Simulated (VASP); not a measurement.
SrO:

```xyz
2
Lattice="0.0000 2.5663 2.5663 2.5663 0.0000 2.5663 2.5663 2.5663 0.0000" Properties=species:S:1:pos:R:3 pbc="T T T"
Sr    2.5663    2.5663    2.5663
O     0.0000    0.0000    0.0000
```

Program: VASP 6.6.1. Alike in all runs: task band structure; no spin polarisation; cell as given; k mesh 9 × 9 × 9; cutoff (eV) 520; smearing fermi-dirac 0.05 eV.

Question: Order these runs on this cell by their band gap on the k mesh, lowest first.
A. level r2SCAN; potentials or basis VASP PAW PBE potentials, release 64 (Sr_sv, O)
B. level PW91; potentials or basis VASP PAW PBE potentials, release 64 (Sr_sv, O)
C. level LDA; potentials or basis VASP PAW LDA potentials, release 64 (Sr_sv, O)

Answer: C (3.15 eV), B (3.32 eV), A (3.80 eV).

A k mesh can miss the band edges.
